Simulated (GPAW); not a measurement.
Set up this calculation in GPAW 26.7.0, as an ASE script.

* Task: equation of state
* Functional: PBEsol
* Potentials or basis: PAW data sets generated in the run's folder for this functional
* Cutoff: 800 eV
* Basis: pw
* k mesh: 7 × 7 × 7
* Occupations: fermi-dirac, width 0.05 eV
* Spin: no spin polarisation
* Maxiter: 150
* Eos scales: [0.94, 0.96, 0.98, 1.0, 1.02, 1.04, 1.06]

The system is KTaO3.

```xyz
5
Lattice="3.9883 0.0000 0.0000 0.0000 3.9883 0.0000 0.0000 0.0000 3.9883" Properties=species:S:1:pos:R:3 pbc="T T T"
Ta    0.0000    0.0000    0.0000
K     1.9942    1.9942    1.9942
O     0.0000    0.0000    1.9942
O     0.0000    1.9942    0.0000
O     1.9942    0.0000    0.0000
```

One way to write it, as run:

run.py

```python
from ase import Atoms
from ase.eos import EquationOfState
from ase.io import Trajectory
from ase.units import GPa
from gpaw import GPAW, PW, setup_paths

setup_paths.insert(0, '.')

atoms = Atoms(['Ta', 'K', 'O', 'O', 'O'],
              cell=[[3.9883, 0.0, 0.0],
                    [0.0, 3.9883, 0.0],
                    [0.0, 0.0, 3.9883]],
              scaled_positions=[[0.0, 0.0, 0.0],
                                [0.5, 0.5, 0.5],
                                [0.0, 0.0, 0.5],
                                [0.0, 0.5, 0.0],
                                [0.5, 0.0, 0.0]],
              pbc=True)

traj = Trajectory('eos.traj', 'w')
volumes, energies = [], []
for x in [0.94, 0.96, 0.98, 1.0, 1.02, 1.04, 1.06]:
    a = atoms.copy()
    a.set_cell(atoms.cell * x**(1 / 3), scale_atoms=True)
    calc = GPAW(mode=PW(800),
                xc='PBEsol',
                kpts={'size': (7, 7, 7), 'gamma': True},
                occupations={'name': 'fermi-dirac', 'width': 0.05},
                nbands=36,
                convergence={'density': 1e-05, 'energy': 1e-05},
                maxiter=150,
                txt=f'eos-{x:.2f}.txt')
    a.calc = calc
    energies.append(a.get_potential_energy(force_consistent=True))
    volumes.append(a.get_volume())
    p = -a.get_stress()[:3].mean() / GPa
    calc.write(f'eos-{x:.2f}.gpw')
    traj.write(a)
    print(f'{x:.2f} {volumes[-1]:10.4f} A^3 {energies[-1]:14.6f} eV {p:9.3f} GPa', flush=True)

v0, e0, B = EquationOfState(volumes, energies, eos='birchmurnaghan').fit()
print(f'V0 = {v0:.4f} A^3, E0 = {e0:.6f} eV, B0 = {B / GPa:.2f} GPa')
```

Potentials or basis: PAW data sets generated in the run's folder for this functional, pw.

Command:

```sh
$ gpaw-setup -f PBEsol K O Ta
$ OMP_NUM_THREADS=1 python run.py
```

It gave:

| Item | Value |
| --- | --- |
| Equilibrium volume | 12.69 Å³/atom |
| Bulk modulus | 202 GPa |
| Pressure derivative of the bulk modulus | 4.5 |

Run time: 4.3 min on 1 thread of Arm Neoverse V2, with other jobs on the host, peak memory 0.41 GiB.
